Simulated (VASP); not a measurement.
Here is a VASP 6.6.1 calculation.

File INCAR:

```
ALGO     = Normal         # electronic algorithm
EDIFF    = 1E-7           # SCF threshold, eV
ENCUT    = 450            # plane-wave cutoff, eV
GGA      = PE             # functional
ISIF     = 2              # what is computed and relaxed
ISMEAR   = 0              # smearing method
LASPH    = T              # aspherical terms in the spheres
LCHARG   = F              # write CHGCAR
LREAL    = F              # projectors in reciprocal space
LWAVE    = F              # write WAVECAR
NELM     = 80             # most SCF steps
PREC     = Accurate       # precision mode
SIGMA    = 0.02           # smearing width, eV
```

File KPOINTS:

```
k-points
0
Gamma
  5 5 5
```

The input POSCAR:

```
YN
1.0
    0.0000000000      2.4385000000      2.4385000000
    2.4385000000      0.0000000000      2.4385000000
    2.4385000000      2.4385000000      0.0000000000
Y N
1 1
Direct
    0.0000000000      0.0000000000      0.0000000000
    0.5000000000      0.5000000000      0.5000000000
```

Potentials or basis: VASP PAW PBE potentials, release 64 (Y_sv_GW, N_GW).

Command:

```sh
$ cat potpaw_PBE.64/Y_sv_GW/POTCAR potpaw_PBE.64/N_GW/POTCAR > POTCAR
$ mpirun -np 1 vasp_std > vasp.out
```

(1) What does it give for the band gap on the k mesh?

## Answers

(1) 0.34 eV, indirect (least direct gap 0.78 eV).

Caveat: the k mesh is coarse (spacing up to 0.45 Å⁻¹), so the values aren't converged; an odd mesh through Γ misses points on the zone boundary, where band edges often lie.
